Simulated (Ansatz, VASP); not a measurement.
## In2O3 in two plane-wave programs

One calculation is typed for both programs; each brings its own data sets. How far apart do they land? The cell is taken from a series of runs on this material, whose earlier steps may have relaxed, scaled, displaced or heated it; both programs get it as it stands.

Calculated with Ansatz 0.2.0; plane waves, with VASP 6.6.1 beside it; single point at HSE06.

**1. Set-up**

Symmetry: R-3c, No. 167, trigonal system. Conventional cell: a = 5.487 Å, b = 5.487 Å, c = 14.220 Å, α = 90.00°, β = 90.00°, γ = 120.00°. Nearest to In lie 6 O at 2.11 to 2.24 Å. Nearest to O lie 4 In at 2.11 to 2.24 Å. Farther neighbours and most contacts between anions are not listed.

**2. Ansatz: single point, HSE06**

Ansatz runs on its PAW soft_1 files.

A single point gives forces, pressure and levels at one fixed geometry, so differences don't come from the geometry; what else differs is listed under the comparison.

File input.yaml:

```yaml
crystal:
  lattice:
    - [2.7435, 1.5839604635, 4.7399333334]
    - [-2.7435, 1.5839604635, 4.7399333334]
    - [0.0, -3.167920927, 4.7399333334]
  atoms:
    - { symbol: In, position: [0.3583979105, 0.3583979105, 0.3583979105] }
    - { symbol: In, position: [0.1416020895, 0.1416020895, 0.1416020895] }
    - { symbol: In, position: [0.6416020895, 0.6416020895, 0.6416020895] }
    - { symbol: In, position: [0.8583979105, 0.8583979105, 0.8583979105] }
    - { symbol: O, position: [0.5453891439, 0.9546108561, 0.25] }
    - { symbol: O, position: [0.25, 0.5453891439, 0.9546108561] }
    - { symbol: O, position: [0.9546108561, 0.25, 0.5453891439] }
    - { symbol: O, position: [0.4546108561, 0.0453891439, 0.75] }
    - { symbol: O, position: [0.75, 0.4546108561, 0.0453891439] }
    - { symbol: O, position: [0.0453891439, 0.75, 0.4546108561] }
kpoints:
  mp_grid: { grid: [4, 4, 4] }
  band_path:
    path:
      - [0.0, 0.0, 0.0]
      - [0.5, 0.5, 0.5]
      - [0.76183349, 0.23816651, 0.5]
      - [0.5, -0.23816651, 0.23816651]
      - [0.5, 0.0, 0.0]
      - [0.36908326, -0.36908326, 0.0]
      - [0.63091674, 0.0, 0.36908326]
      - [0.5, 0.0, 0.5]
      - [0.3, 0.0, 0.0]
    npoints: 1
hamiltonian:
  xc: hse06
  pseudopotentials: { kind: paw, azcp: { folder: soft_1 } }
scf:
  occupations: { method: fixed }
  n_extra_bands: 7
output:
  eigenvalues: true
```

Started as:

```sh
ansatz run input.yaml --threads 4 --pin off --max-ram 138240MiB --backend cuda --events-out ev --progress --plain --runs-dir out --devices 1 --max-vram 26GiB
```

Numbers of over 12 decimals in the logs are rounded to 6 here.

The log of the run:

```text
scf.n_extra_bands = 7 over 44 filled bands (N_el = 88.0): the run solves 51 bands
GPUs: using 1 of 1 available (devices: 1).
Engine: ansatz 0.2.0, x86_64-unknown-linux-gnu
Pseudopotentials: kind: paw
Pseudopotential: In, paw, valence charge 13, recommended cutoff 420 eV (normal), soft_1/In.paw.azcp
Pseudopotential: O, paw, valence charge 6, recommended cutoff 420 eV (normal), soft_1/O.paw.azcp
Functional definition: HSE06
  parameter a = 0.25
  parameter omega = 0.11/bohr
  exchange = pbe_x - a*pbe_x_sr(omega) + a*exact_x_sr(omega)
  correlation = pbe_c
davidson cushion auto → on  (no smearing: the cushion is to keep the highest requested band from converging to the state above it; pin scf.eigensolver.cushion to override)
device memory: the entry about to start is reckoned to put 3.5 GiB on a device that reports 71.3 GiB free (of which the cap on the GPU budget leaves the run 26.0 GiB)
GPU FFT provider: cuFFT
GPU libraries: cuBLAS 13.8.2, cuFFT 12.4.0, cuSOLVER 12.3.4
Crystal: 10 atoms, lattice volume = 123.587 Å³
Basis set: ecut = 420 eV, 2397 PW (Γ)
Bands: 51, of which v1, the nominal top of the filled ones, is band 44 counted from 1 (43 counted from 0)
Symmetry: 12 space group operations
Space group: R-3c (ITA 167), of the structure as read, at distance tolerance 5.0e-5 Å
k-points: 13 of 64
Non-local potential: In, projectors of the file, l = 0: 2, l = 1: 2, l = 2: 2, l = 3: 1
Non-local potential: O, projectors of the file, l = 0: 2, l = 1: 2, l = 2: 1
PAW form: soft (Blöchl's): semilocal exchange-correlation on the pseudo side does not see the compensation charge
PAW frozen core: In, regenerated for the run's functional, and the local potential with it (the file was generated under x = pbe(κ = 0.804, μ = 0.219515), c = pbe(β = 0.066725))
PAW frozen core: O, regenerated for the run's functional, and the local potential with it (the file was generated under x = pbe(κ = 0.804, μ = 0.219515), c = pbe(β = 0.066725))
PAW one-centre angular grid: In, 590 points (default); XC on 64 Gauss nodes
PAW one-centre angular grid: O, 110 points (default); XC on 96 Gauss nodes
Initial density: superposition of atomic densities (chi_scale 0.1, normalization cell, long waves kept (reshape's long-wave potential 0.00 eV rms))
Initial wavefunctions: pseudopotential atomic-orbital guess
GPU buffer pool allocated for 64000 grid points (all kernels)
GPU transforms: local potential and band sums: pruned to the plane-wave sphere, on 40×40×40
Functional: x = pbe(κ = 0.804, μ = 0.219515), c = pbe(β = 0.066725), warm-up for x = pbe(κ = 0.804, μ = 0.219515) + 0.25 (exact − pbe) at short range (hse, ω = 0.207870 Å⁻¹), c = pbe(β = 0.066725); HSE06 as pw.x's `hse` composes it (authors' and Libxc's form: `xc: wpbeh`)
SCF iter   1: F=—  HF=-25797.438329 eV  |F-HF|=—  |Δ(HF+E_count)|=         —  Δρ=7.09e-2  dr2=4.45e0  ethr=1.00e-1  ⟨swp⟩=4.1  Hψ=2030  notcnv=0
preconditioner: auto → none  [insulator: Δε(μ)=1.608 eV  Ē_g=16.034 eV  n_scr=32 (ndim 8)  ℏωp=31.3 eV  f_vac=0.000]
iter 2 solved again at ethr=4.18e-4 eV; its pass at ethr=5.06e-3 eV (dr2=3.68e-1 eV) is discarded
SCF iter   2: F=—  HF=-25796.516592 eV  |F-HF|=—  |Δ(HF+E_count)|=   9.22e-1  Δρ=2.63e-2  dr2=3.69e-1  ethr=4.18e-4  ⟨swp⟩=3.2  Hψ=3445  notcnv=0
SCF iter   3: F=—  HF=-25796.515386 eV  |F-HF|=—  |Δ(HF+E_count)|=   1.21e-3  Δρ=1.00e-2  dr2=1.33e-1  ethr=4.18e-4  ⟨swp⟩=3.1  Hψ=1718  notcnv=0
SCF iter   4: F=—  HF=-25796.500824 eV  |F-HF|=—  |Δ(HF+E_count)|=   1.46e-2  Δρ=5.57e-3  dr2=2.35e-2  ethr=1.51e-4  ⟨swp⟩=3.1  Hψ=1800  notcnv=0
SCF iter   5: F=-25796.496156 eV  HF=-25796.496130 eV  |F-HF|=2.55e-5  |Δ(HF+E_count)|=   4.69e-3  Δρ=5.84e-4  dr2=1.90e-4  ethr=2.67e-5  ⟨swp⟩=2.0  Hψ=3155  notcnv=0
SCF 1 stopped early in 5 iterations: F = -25796.496156 eV  dr2 = 1.90e-4
  greatest PAW one-centre occupation: 0.990 electrons in one spin orbital (limit 2), on the In atom at site 2 (counted from 0), in its partial waves of l = 2
device memory: the entry about to start is reckoned to put 4.1 GiB on a device that reports 71.3 GiB free (of which the cap on the GPU budget leaves the run 26.0 GiB)
GPU FFT provider: cuFFT
GPU libraries: cuBLAS 13.8.2, cuFFT 12.4.0, cuSOLVER 12.3.4
Initial density: handed on by an earlier stage of this run
Initial wavefunctions: those handed on with the density
GPU buffer pool allocated for 64000 grid points (all kernels)
GPU transforms: local potential and band sums: pruned to the plane-wave sphere, on 40×40×40
Functional: x = pbe(κ = 0.804, μ = 0.219515) + 0.25 (exact − pbe) at short range (hse, ω = 0.207870 Å⁻¹), c = pbe(β = 0.066725); HSE06 as pw.x's `hse` composes it (authors' and Libxc's form: `xc: wpbeh`)
Exchange kernel: α = 0.2500, screened, ω = 0.2079 Å⁻¹, Wigner–Seitz truncation, v(0) = 1046.1271 eV·Å³, q-mesh 4×4×4, nearest image of the exchange supercell L = 21.95 Å, pair-density grid 24×24×24, without the augmentation charges, whose exchange is taken in its separable form by FFT convolution over the k-point mesh (sized by the pseudopotential files, 32×32×32 at the most), smooth part of the exact exchange by density-matrix convolution in up to 3.10 GiB of GPU memory as planned if the GPU has room (build and FFT work areas not counted)
Frozen-core exchange: fock
SCF iter   1: F=—  HF=-25811.213609 eV  |F-HF|=—  |Δ(HF+E_count)|=         —  Δρ=9.87e-3  dr2=9.51e-2  ethr=2.16e-6  ⟨swp⟩=8.0  Hψ=3744  notcnv=0
preconditioner: auto → none  [insulator: Δε(μ)=2.900 eV  Ē_g=18.020 eV  n_scr=32 (ndim 8)  ℏωp=31.3 eV  f_vac=0.014]
SCF iter   2: F=—  HF=-25811.186490 eV  |F-HF|=—  |Δ(HF+E_count)|=   2.71e-2  Δρ=2.63e-3  dr2=9.52e-3  ethr=2.16e-6  ⟨swp⟩=4.3  Hψ=2441  notcnv=0
SCF iter   3: F=—  HF=-25811.229248 eV  |F-HF|=—  |Δ(HF+E_count)|=   4.28e-2  Δρ=1.27e-3  dr2=1.93e-3  ethr=2.16e-6  ⟨swp⟩=4.6  Hψ=2502  notcnv=0
SCF iter   4: F=—  HF=-25811.228729 eV  |F-HF|=—  |Δ(HF+E_count)|=   5.19e-4  Δρ=6.52e-5  dr2=7.34e-5  ethr=1.90e-6  ⟨swp⟩=2.4  Hψ=1476  notcnv=0
SCF iter   5: F=-25811.229239 eV  HF=-25811.229262 eV  |F-HF|=2.28e-5  |Δ(HF+E_count)|=   5.33e-4  Δρ=1.66e-4  dr2=3.24e-5  ethr=3.09e-9  ⟨swp⟩=6.8  Hψ=2933  notcnv=0  defer=7
SCF 2 stopped early in 5 iterations: F = -25811.229239 eV  dr2 = 3.24e-5
  greatest PAW one-centre occupation: 0.991 electrons in one spin orbital (limit 2), on the In atom at site 2 (counted from 0), in its partial waves of l = 2
hybrid outer 1: dexx = +4.885e-2 eV, tail = 1.55e-4 eV
GPU FFT provider: cuFFT
GPU libraries: cuBLAS 13.8.2, cuFFT 12.4.0, cuSOLVER 12.3.4
GPU buffer pool allocated for 64000 grid points (all kernels)
GPU transforms: local potential and band sums: pruned to the plane-wave sphere, on 40×40×40
Exchange kernel: α = 0.2500, screened, ω = 0.2079 Å⁻¹, Wigner–Seitz truncation, v(0) = 1046.1271 eV·Å³, q-mesh 4×4×4, nearest image of the exchange supercell L = 21.95 Å, pair-density grid 24×24×24, without the augmentation charges, whose exchange is taken in its separable form by FFT convolution over the k-point mesh (sized by the pseudopotential files, 32×32×32 at the most), smooth part of the exact exchange by density-matrix convolution in up to 3.10 GiB of GPU memory as planned if the GPU has room (build and FFT work areas not counted)
Frozen-core exchange: fock
SCF iter   1: F=—  HF=-25811.227986 eV  |F-HF|=—  |Δ(HF+E_count)|=         —  Δρ=7.10e-5  dr2=4.73e-6  ethr=8.78e-7  ⟨swp⟩=3.1  Hψ=1495  notcnv=0
preconditioner: auto → none  [insulator: Δε(μ)=2.933 eV  Ē_g=18.034 eV  n_scr=32 (ndim 8)  ℏωp=31.3 eV  f_vac=0.018]
iter 2 solved again at ethr=3.14e-10 eV; its pass at ethr=4.90e-9 eV (dr2=2.76e-7 eV) is discarded
SCF iter   2: F=—  HF=-25811.227991 eV  |F-HF|=—  |Δ(HF+E_count)|=   4.91e-6  Δρ=1.77e-5  dr2=3.15e-7  ethr=3.14e-10  ⟨swp⟩=4.2  Hψ=4248  notcnv=0  defer=8
SCF iter   3: F=-25811.227991 eV  HF=-25811.227991 eV  |F-HF|=4.89e-9  |Δ(HF+E_count)|=   4.07e-8  Δρ=6.12e-6  dr2=4.01e-8  ethr=3.14e-10  ⟨swp⟩=3.1  Hψ=1845  notcnv=0
SCF 3 converged in 3 iterations: F = -25811.227991 eV  dr2 = 4.01e-8
  greatest PAW one-centre occupation: 0.991 electrons in one spin orbital (limit 2), on the In atom at site 3 (counted from 0), in its partial waves of l = 2
hybrid outer 2: dexx = +2.758e-6 eV, tail = 1.10e-7 eV, Δε = 4.30e-3 eV (about 1.61e-4 eV left of the loop's levels)
the search or the solves at the SCF's close seem to have found levels that the self-consistency loop had missed (the run counts 1). By its estimate they hold under 1e-12 electrons; where the run keeps them, the occupations were computed again with them
device memory: the entry about to start is reckoned to put 1.0 GiB on a device that reports 71.2 GiB free (of which the cap on the GPU budget leaves the run 26.0 GiB)
NSCF: frozen V_eff on 9 k-points
hybrid SCF converged: 2 outer / 8 inner (+5 warm-up), last move |dexx| = 2.76e-6 eV, tail = 1.10e-7 eV
Stability not checked: this state was not tested for a lower state beside it, because the functional holds exact exchange (a hybrid, or Hartree-Fock), whose exchange loop this test does not read (fock_operator; see scf.lower_state_search)
Free energy (F): -25811.227991 eV
Frozen-core exchange: fock
Harris-Foulkes:  -25811.227991 eV  (|F-HF|=4.89e-9)
Internal energy: -25811.227991 eV  (E = F + TS)
E sigma→0 (E₀):  -25811.227991 eV
Fermi energy:    8.212432 eV
--- Per-component energies (eV) ---
  E_band       = -94.330269
  E_kinetic    = 1907.653688
  E_local      = -5506.200402  (includes V_loc(G=0)·N_el)
  E_nonlocal   = 1623.437413
  E_hartree    = 2178.657425
  E_xc         = -796.561183
  E_vxc        = -717.703119  (∫ρ·V_xc dr)
  E_exx        = -247.952776  (= α·E_x^exact, valence–valence)
  E_paw        = -17805.167734  (= ΣΔE_a)
  E_vpaw       = -1262.932046  (= ΣTr[D̂ρ^β])
  E_aug_tail   = 0.004923  (compensation charges beyond the density's cutoff)
  E_ewald      = -7166.984295
  E_core_change = 1.884951  (= ΣΔE_core)
  E_smearing   = -0.000000  (= −TS)
  E_closure    = -0.000000  (closes the sum)
  Σ components = -25811.227991   (vs F -25811.227991, Δ=-3.64e-12)
--- Band table (eV; the first three rows and the last of 13) ---
  k-point 0: bands = [... 40 lower, 7.9585, 7.9585, 8.2099, 8.2099, 11.1448, 15.5101, 16.6173, 17.3582, ... 3 higher]
  k-point 1: bands = [... 40 lower, 7.8084, 7.8494, 8.0365, 8.2124, 12.6830, 16.1632, 16.3015, 16.7415, ... 3 higher]
  k-point 2: bands = [... 40 lower, 7.5373, 7.5373, 8.1568, 8.1568, 15.0113, 15.0113, 16.0870, 16.0870, ... 3 higher]
  k-point 12: bands = [... 40 lower, 8.0147, 8.0147, 8.0147, 8.0147, 14.3823, 14.3823, 17.6066, 17.6066, ... 3 higher]
```

In the SCF lines HF is the Harris–Foulkes energy and dr2 the Hartree energy of the density residual, in eV; the loop may stop once dr2 is under the threshold and the program's other checks hold. Hψ counts applications of the Hamiltonian.

[end of part 1 of 2]

[Lines on the potential files, build, host, timing and source positions are cut from VASP's logs without a mark.]

[Logs are printed without paths, hosts, clocks, repeated set-up lines and the standing remarks that a program may print on its own settings, such as how far it seeks lower states.]

[Hosts, paths, dates, database ids (printed as entryN), source tags and the programs' standing remarks are cut or masked in the printed files.]
